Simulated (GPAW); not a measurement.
Runs of GPAW 26.7.0 on Pb. Symmetry: C2/m, No. 12, monoclinic system. The conventional cell has a = 6.077 Å, b = 3.501 Å, c = 6.452 Å, α = 90.00°, β = 109.14°, γ = 90.00°. Around Pb (site symmetry m) lie 10 Pb at 3.34 to 3.51 Å. This isn't the form of Pb at room conditions, which is fcc.

| task | level | potentials or basis | cell | k mesh | band path | band points | gap on the mesh (eV) | pressure (GPa) | largest force (eV/Å) |
| --- | --- | --- | --- | --- | --- | --- | --- | --- | --- |
| band structure | LDA | the program's PAW data sets (release 1.2.1) made for this functional, pw | as given | 6 × 6 × 3 | GYFLI,I1ZF1,YX1,XGN,MG | 80 | - | -3.3 | 0.10 |
| single point | PBEsol | PAW data sets generated in the run's folder for this functional, pw | as given | 9 × 9 × 5 | - | - | none | -2.0 | (b) |
| band structure | PBEsol | PAW data sets generated in the run's folder for this functional, pw | as given | 6 × 6 × 3 | GYFLI,I1ZF1,YX1,XGN,MG | 80 | - | (a) | 0.14 |
| single point | PBEsol | PAW data sets generated in the run's folder for this functional, pw | atoms moved at random, drawn with an rms of 0.05 Å | 9 × 9 × 5 | - | - | none | -2.1 | 0.20 |

Alike in all rows: no spin polarisation; cutoff (eV) 600; smearing fermi-dirac 0.05 eV.

Task: Fill in the values left out.

Result: (a) -1.9; (b) 0.15.

Caveats: spin-orbit coupling is left out, which moves the levels of the heavy elements (some runs).

A k mesh can miss the band edges, and the runs leave out spin-orbit coupling on Pb.

A gap of «none» marks a metal or a gap under the smearing width.
